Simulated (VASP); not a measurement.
**PbO in VASP 6.6.1, single-point calculation**

INCAR

```
ISMEAR = -1
LCHARG = .FALSE.
NELM = 120
ALGO = Normal
ENCUT = 520
PREC = Single
LASPH = .TRUE.
NBANDS = 17
ISIF = 2
LWAVE = .FALSE.
SIGMA = 0.02
NSW = 0
LREAL = .FALSE.
IBRION = -1
METAGGA = R2SCAN
EDIFF = 1E-7
```

KPOINTS

```
KPOINTS created by Atomic Simulation Environment
0
Gamma
8 8 8
0 0 0
```

POSCAR

```
Pb O
 1.0000000000000000
     3.2248366629000000    0.0000000000000000    0.0000000000000000
     0.0000000000000000    3.2248366629000000    0.0000000000000000
     0.0000000000000000    0.0000000000000000    3.2248366629000000
 Pb  O
   1   1
Cartesian
  0.0000000000000000  0.0000000000000000  0.0000000000000000
  1.6124183314500000  1.6124183314500000  1.6124183314500000
```

The recommended PBE PAW datasets give the neutral cell 20 valence electrons.

Command

```
mpirun -np 1 vasp_std
```

How does this run end, and what does it give?

It converged. Results: gap between bands v and c on the k mesh 0.39 eV; least direct gap on the k mesh 0.39 eV; pressure -3.9 GPa. Band v is the last that the valence electrons fill when counted band by band, and c is the next.

OSZICAR

```
N       E                     dE             d eps       ncg     rms          rms(c)
DAV:   1     0.116439769677E+03    0.11644E+03   -0.10674E+04  1206   0.146E+03
DAV:   2    -0.590671431243E+02   -0.17551E+03   -0.16759E+03  1327   0.358E+02
DAV:   3    -0.711970102240E+02   -0.12130E+02   -0.12057E+02  1316   0.103E+02
DAV:   4    -0.714556945168E+02   -0.25868E+00   -0.25853E+00  1501   0.152E+01
DAV:   5    -0.714634859353E+02   -0.77914E-02   -0.77911E-02  1598   0.262E+00    0.773E+00
DAV:   6    -0.636033093215E+02    0.78602E+01   -0.92828E+00  1563   0.393E+01    0.341E+00
DAV:   7    -0.636563818656E+02   -0.53073E-01   -0.80410E-01  1310   0.948E+00    0.155E+00
DAV:   8    -0.636635754486E+02   -0.71936E-02   -0.28942E-01  1340   0.646E+00    0.927E-01
DAV:   9    -0.636500619339E+02    0.13514E-01   -0.21926E-02  1455   0.192E+00    0.223E-01
DAV:  10    -0.636504210782E+02   -0.35914E-03   -0.32185E-03  1632   0.848E-01    0.145E-01
DAV:  11    -0.636502999396E+02    0.12114E-03   -0.88790E-04  1474   0.472E-01    0.124E-02
DAV:  12    -0.636503029466E+02   -0.30069E-05   -0.27072E-05  1744   0.495E-02    0.514E-03
DAV:  13    -0.636503033848E+02   -0.43816E-06   -0.19251E-06  1455   0.149E-02    0.208E-03
DAV:  14    -0.636503030967E+02    0.28805E-06   -0.27904E-07  1363   0.373E-03    0.510E-04
DAV:  15    -0.636503030690E+02    0.27748E-07   -0.11044E-08   692   0.886E-04
   1 F= -.63650303E+02 E0= -.63650303E+02  d E =-.664874E-06
```

Standard output (part)

```
POSCAR found type information on POSCAR PbO
 POSCAR found :  2 types and       2 ions
 LDA part: xc-table for (None), standard interpolation
 POSCAR, INCAR and KPOINTS ok, starting setup
 WAVECAR not read
 entering main loop
```

For comparison, a separate r²SCAN run of the intended cell, on usual settings and not on those above, gives a gap of 0.39 eV on its mesh and a pressure of -4.0 GPa.
